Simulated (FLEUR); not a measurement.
# NaF (Villiaumite) under changes of volume

One of the cells (12.487 Å³/atom); the others are scaled copies at fixed shape and fractional positions:

```
CELL_PARAMETERS angstrom
0.00000 2.32000 2.32000
2.32000 0.00000 2.32000
2.32000 2.32000 0.00000
ATOMIC_POSITIONS crystal
Na 0.00000 0.00000 0.00000
F 0.50000 0.50000 0.50000
```

```yaml
Program: FLEUR MaX-R8.1 (later development tree)
Functional: PBEsol
Potentials_or_basis: all-electron
Basis: FLAPW
Kmax: 4.64 1/bohr
k_mesh: 10 × 10 × 10
Occupations: fermi-dirac, width 0.05 eV
Spin: no spin polarisation
```

| volume (Å³/atom) | energy over the lowest point (meV/atom) | gap on the mesh (eV) |
| --- | --- | --- |
| 11.738 | ? | ? |
| 11.988 | 2.12 | 6.37 |
| 12.237 | 0.22 | 6.26 |
| 12.487 | 0.00 | 6.15 |
| 12.737 | 1.23 | 6.05 |
| 12.987 | 3.74 | 5.96 |
| 13.236 | 7.46 | 5.86 |

What does the run at 11.738 Å³/atom give?

Energy over the lowest point 5.84 meV/atom; gap on the mesh 6.48 eV.

Worked out: A Birch-Murnaghan fit of order 3 (a polynomial in V^(-2/3)) to the other rows has its minimum at 12.40 Å³/atom with B0 = V·E''(V) = 49 GPa and B' = 4.6. It gives 5.85 meV/atom at 11.738 Å³/atom, against the run's 5.84. A straight line through the other rows of the gap, of slope -5.12 eV per unit of ln V (its deformation potential), extrapolates to 6.47 eV, against the run's 6.48.

Energies are extrapolated to zero smearing.

A mesh can miss the band edges.
